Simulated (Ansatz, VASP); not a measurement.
# Cross-check of WSe2 between VASP and Ansatz

Wanted: the spread between two codes on one cell, functional and k mesh. The cell is taken from a series of runs on this material, whose earlier steps may have relaxed, scaled, displaced or heated it; both programs get it as it stands.

Calculated with Ansatz 0.2.0; plane waves, with VASP 6.6.1 beside it; single point at HSE06.

## 1. Starting point

The structure is hexagonal, space group P6_3/mmc (No. 194). The conventional cell has a = 3.231 Å, b = 3.231 Å, c = 12.414 Å, α = 90.00°, β = 90.00°, γ = 120.00°. W has 6 Se at 2.51 Å nearest. Nearest to Se lie 3 W at 2.51 Å. Farther neighbours and most contacts between anions are not listed.

Coordinates:

```xyz
6
Lattice="3.2307 0.0000 0.0000 -1.6153 2.7978 0.0000 0.0000 0.0000 12.4137" Properties=species:S:1:pos:R:3 pbc="T T T"
W     0.0000    1.8652    3.1034
W     1.6153    0.9326    9.3102
Se    1.6153    0.9326    4.7844
Se    1.6153    0.9326    1.4224
Se    0.0000    1.8652   10.9912
Se    0.0000    1.8652    7.6293
```

## 2. VASP: single point, HSE06

With cell and atoms fixed, the geometry can't cause a difference; cores, projectors, grids and the points listed under the comparison can.

Lines of VASP's logs that name or quote its potential files are left out, and so is its time.

The run reads the wave functions of an earlier VASP run, which isn't shown here.

INCAR

```
SYSTEM = WSe2
PREC = Accurate
ENCUT = 400
EDIFF = 1E-06
NELM = 100
ISMEAR = 0
SIGMA = 0.01
LREAL = .FALSE.
ALGO = Normal
LHFCALC = .TRUE.
AEXX = 0.25
GGA = PE
HFSCREEN = 0.208
LASPH = .TRUE.
NBANDS = 24
PRECFOCK = Fast
LORBIT = 11
LWAVE = .FALSE.
LCHARG = .FALSE.
KPAR = 8
NCORE = 2
ISIF = 2
```

POSCAR

```
WSe2
1.0
    3.2306754271      0.0000000000      0.0000000000
   -1.6153377135      2.7978469912      0.0000000000
    0.0000000000      0.0000000000     12.4136638000
W Se
2 4
Direct
    0.3333333333      0.6666666667      0.2500000000
    0.6666666667      0.3333333333      0.7500000000
    0.6666666667      0.3333333333      0.3854146476
    0.6666666667      0.3333333333      0.1145853524
    0.3333333333      0.6666666667      0.8854146476
    0.3333333333      0.6666666667      0.6145853524
```

KPOINTS

```
Automatic mesh
0
Gamma
6 6 2
0 0 0
```

PAW data sets: W and Se (PBE family, release 64).

Command:

```
mpirun -np 16 vasp_std
```

Numbers of over 12 decimals in the logs are rounded to 6 here.

The log of the run:

```text
[banner, memory and clock lines left out]
running   16 mpi-ranks, on    1 nodes
 distrk:  each k-point on    2 cores,    8 groups
 distr:  one band on    2 cores,    1 groups

 POSCAR found type information on POSCAR W Se
 POSCAR found :  2 types and       6 ions
 LDA part: xc-table for (Slater+PW92), standard interpolation
 found WAVECAR, reading the header
 POSCAR, INCAR and KPOINTS ok, starting setup
 FFT: planning ... GRIDC
 FFT: planning ... GRID_SOFT
 FFT: planning ... GRID
 reading WAVECAR
 the WAVECAR file was read successfully
 initial charge from wavefunction
 entering main loop
       N       E                     dE             d eps       ncg     rms          rms(c)
DAV:   1    -0.515582112323E+02   -0.51558E+02   -0.22706E+00   672   0.154E+01    0.119E+01
DAV:   2    -0.515492767466E+02    0.89345E-02   -0.68400E-02   736   0.148E+00    0.690E+00
DAV:   3    -0.515478102400E+02    0.14665E-02   -0.19021E-02   848   0.718E-01    0.400E+00
DAV:   4    -0.515458891059E+02    0.19211E-02   -0.30127E-03   800   0.323E-01    0.242E+00
DAV:   5    -0.515457221414E+02    0.16696E-03   -0.18218E-03   864   0.200E-01    0.142E+00
DAV:   6    -0.515456394636E+02    0.82678E-04   -0.24449E-04   824   0.107E-01    0.788E-01
DAV:   7    -0.515456302317E+02    0.92319E-05   -0.86268E-05   944   0.494E-02    0.454E-01
DAV:   8    -0.515456261759E+02    0.40559E-05   -0.11746E-05   816   0.210E-02    0.276E-01
DAV:   9    -0.515456273908E+02   -0.12150E-05   -0.59649E-06   808   0.123E-02    0.165E-01
DAV:  10    -0.515456286760E+02   -0.12852E-05   -0.68500E-07   448   0.617E-03    0.954E-02
DAV:  11    -0.515456295467E+02   -0.87069E-06   -0.39858E-07   424   0.383E-03
   1 F= -.51545630E+02 E0= -.51545630E+02  d E =-.111242E-43
```

Parts of OUTCAR (step 2):

```text
ion  position               nearest neighbor table
   1  0.333  0.667  0.250-   3 2.51   4 2.51   3 2.51   4 2.51   3 2.51   4 2.51
   2  0.667  0.333  0.750-   5 2.51   6 2.51   5 2.51   6 2.51   5 2.51   6 2.51
   3  0.667  0.333  0.385-   1 2.51   1 2.51   1 2.51
   4  0.667  0.333  0.115-   1 2.51   1 2.51   1 2.51
   5  0.333  0.667  0.885-   2 2.51   2 2.51   2 2.51
   6  0.333  0.667  0.615-   2 2.51   2 2.51   2 2.51

  LATTYP: Found a hexagonal cell.
 ALAT       =     3.2306754271
 C/A-ratio  =     3.8424360726

 Subroutine GETGRP returns: Found 24 space group operations
 (whereof 12 operations were pure point group operations)

The static configuration has the point symmetry D_3d.
 The point group associated with its full space group is D_6h.

 Found     14 irreducible k-points:

   k-points           NKPTS =     14   k-points in BZ     NKDIM =     72   number of bands    NBANDS=     24

   dimension x,y,z NGX =    24 NGY =   24 NGZ =   84
   dimension x,y,z NGXF=    48 NGYF=   48 NGZF=  168

   ENCUT  =  400.0 eV  29.40 Ry    5.42 a.u.   5.27  5.27 20.24*2*pi/ulx,y,z

   NELECT =      36.0000    total number of electrons

 k-points in reciprocal lattice and weights: Automatic mesh
   0.00000000  0.00000000  0.00000000       0.014
   0.16666667 -0.00000000  0.00000000       0.083
   0.33333333  0.00000000  0.00000000       0.083
   0.50000000 -0.00000000  0.00000000       0.042
   0.16666667  0.16666667  0.00000000       0.083
   0.33333333  0.16666667  0.00000000       0.167
   0.33333333  0.33333333  0.00000000       0.028
   0.00000000  0.00000000  0.50000000       0.014
   0.16666667 -0.00000000  0.50000000       0.083
[...]
0.33333333  0.16666667  0.50000000       0.167
   0.33333333  0.33333333  0.50000000       0.028

  exchange ACFDT corr.  =         0.00000000  see jH, gK, PRB 81, 115126

 average (electrostatic) potential at core
       1 -35.6775       2 -35.6775       3 -48.8715       4 -48.8715       5 -48.8715
       6 -48.8715

 E-fermi :   5.9905

 k-point     1 :       0.0000    0.0000    0.0000
  band No.  band energies     occupation
    ...
     14       4.2370      2.00000
     15       4.2370      2.00000
     16       4.2790      2.00000
     17       4.9294      2.00000
     18       5.8947      2.00000
     19       9.1798      0.00000
     20       9.1798      0.00000
     21       9.2029      0.00000
     22       9.2029      0.00000
     23       9.3045      0.00000
    ...

 k-point     2 :       0.1667   -0.0000    0.0000
  band No.  band energies     occupation
    ...
     14       3.5391      2.00000
     15       3.7157      2.00000
     16       4.3617      2.00000
     17       4.7013      2.00000
     18       4.9760      2.00000
     19       8.0848      0.00000
     20       8.6057      0.00000
     21       8.7557      0.00000
     22       8.8119      0.00000
     23       9.1268      0.00000
    ...

 k-point     3 :       0.3333    0.0000    0.0000
  band No.  band energies     occupation
    ...
     14       3.5453      2.00000
     15       3.6727      2.00000
     16       3.9778      2.00000
     17       4.0768      2.00000
     18       4.2865      2.00000
     19       7.8509      0.00000
     20       8.3224      0.00000
     21       8.6503      0.00000
     22       8.8407      0.00000
     23       9.1724      0.00000
    ...

  Total        2.7975152      2.7975152      1.9553146      0.0000000      0.0000000      0.0000000
  in kB       39.9453082     39.9453082     27.9196488      0.0000000      0.0000000      0.0000000
  external PRESSURE =      35.9367551 kB  Pullay stress =       0.0000000 kB

  energy-cutoff  :      400.00
  volume of cell :      112.21
      direct lattice vectors                 reciprocal lattice vectors
     3.230675427  0.000000000  0.000000000     0.309532797  0.178708843  0.000000000
    -1.615337713  2.797846991  0.000000000     0.000000000  0.357417687  0.000000000
     0.000000000  0.000000000 12.413663800     0.000000000  0.000000000  0.080556395

 POSITION                                       TOTAL-FORCE (eV/Angst)
 -----------------------------------------------------------------------------------
     -0.00000      1.86523      3.10342        -0.000000      0.000000     -0.000000
      1.61534      0.93262      9.31025        -0.000000     -0.000000     -0.000000
      1.61534      0.93262      4.78441         0.000000     -0.000000     -0.475687
      1.61534      0.93262      1.42242        -0.000000      0.000000      0.475687
     -0.00000      1.86523     10.99124         0.000000     -0.000000     -0.475687
     -0.00000      1.86523      7.62926        -0.000000      0.000000      0.475687
 -----------------------------------------------------------------------------------
    total drift:                               -0.000001      0.000000     -0.000001

  FREE ENERGIE OF THE ION-ELECTRON SYSTEM (eV)
  ---------------------------------------------------
  free  energy   TOTEN  =       -51.5456295467 eV

  energy  without entropy=      -51.5456295467  energy(sigma->0) =      -51.54562955

 total charge
# of ion       s       p       d       tot
------------------------------------------
    1        0.632   0.674   4.458   5.764
    2        0.632   0.674   4.458   5.764
    3        1.492   2.400   0.079   3.971
    4        1.492   2.400   0.079   3.971
    5        1.492   2.400   0.079   3.971
    6        1.492   2.400   0.079   3.971
--------------------------------------------------
tot          7.232  10.949   9.231  27.411

[... 3 further parts left out ...]
```

This run has no spin polarisation, so a moment on W, if there is one, isn't seen. The data set W keeps the semicore shell frozen, which is cheaper and a little less accurate.

(Part 1 of 2 ends here.)

[Lines on the potential files, build, host, timing and source positions are cut from VASP's logs without a mark.]

[Logs are printed without paths, hosts, clocks, repeated set-up lines and the standing remarks that a program may print on its own settings, such as how far it seeks lower states.]

[Hosts, paths, dates, database ids (printed as entryN), source tags and the programs' standing remarks are cut or masked in the printed files.]
